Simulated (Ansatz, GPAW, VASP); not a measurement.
GaAs: programs and potentials compared

```
As Ga
1.0
     0.00000    2.82685    2.82685
     2.82685    0.00000    2.82685
     2.82685    2.82685    0.00000
As Ga
1 1
Direct
  0.75000 0.75000 0.75000
  0.00000 0.00000 0.00000
```

Alike in all runs: task single point; functional PBE; k mesh 8 × 8 × 8; occupations gaussian, width 0.022 eV; no spin polarisation; no spin-orbit coupling. Pressure is positive in compression and, in plane waves, holds the error of the finite cutoff, which Ansatz's Pulay term estimates and takes out.

```tsv
program and potentials	plane-wave cutoff (eV)	notes	band gap (eV)	pressure (GPa)
Ansatz, Ansatz PAW	420	14 valence electrons an atom on average; Pulay term of +0.03 GPa included	0.52	3.27
GPAW, GPAW PAW data sets (gpaw-data 1.2.1)	600	4 valence electrons an atom on average	0.59	4.33
Ansatz, all-electron LAPW, scalar-relativistic	-	-	0.52	3.27
VASP, PBE PAW files As, Ga_d, 520 eV	520	9 valence electrons an atom on average	0.52	3.44
```

The band gap spans 0.52 (Ansatz, Ansatz PAW) to 0.59 eV (GPAW, GPAW PAW data sets (gpaw-data 1.2.1)), with all-electron results at 0.52. The pressure spans 3.27 (Ansatz, Ansatz PAW) to 4.33 GPa (GPAW, GPAW PAW data sets (gpaw-data 1.2.1)), with all-electron results at 3.27. Spin-orbit coupling, left out here, moves the band edges of heavy atoms.

The functional is the same throughout but for its coding, so the spread measures potentials, basis and numerics; runs on potential files found faulty are left out.
